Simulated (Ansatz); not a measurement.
# Sb under changes of volume

One of the cells (30.206 Å³/atom); the others are scaled copies at fixed shape and fractional positions:

```
CELL_PARAMETERS angstrom
2.15420 1.24373 3.75800
-2.15420 1.24373 3.75800
0.00000 -2.48746 3.75800
ATOMIC_POSITIONS crystal
Sb 0.76651 0.76651 0.76651
Sb 0.23349 0.23349 0.23349
```

- Program: Ansatz 0.2.0
- Functional: PBE
- Potentials or basis: Ansatz PAW
- Cutoff: 420 eV (not typed: the program's choice for these potentials)
- k mesh: 8 × 8 × 8
- Occupations: fermi-dirac, width 0.05 eV
- Spin: no spin polarisation

```tsv
volume (Å³/atom)	energy over the lowest point (meV/atom)	pressure (GPa)	largest force (eV/Å)
28.393	65.63	7.1	0.516
28.998	42.01	5.5	0.389
29.602	24.22	4.0	0.271
30.206	11.64	2.7	0.159
30.810	?	?	?
31.414	0.00	0.5	0.040
32.018	0.06	-0.5	0.129
```

What does the run at 30.810 Å³/atom give?

Energy over the lowest point 3.72 meV/atom; pressure 1.5 GPa; largest force 0.056 eV/Å.

Worked out: A Birch-Murnaghan fit of order 3 (a polynomial in V^(-2/3)) to the other rows has its minimum at 31.70 Å³/atom with B0 = V·E''(V) = 50 GPa and B' = 4.5 at fixed shape and positions, which overstates the stiffness. It gives 3.72 meV/atom at 30.810 Å³/atom, against the run's 3.72, and -dE/dV = 1.5 GPa, against 1.5.

Energies are extrapolated to zero smearing.
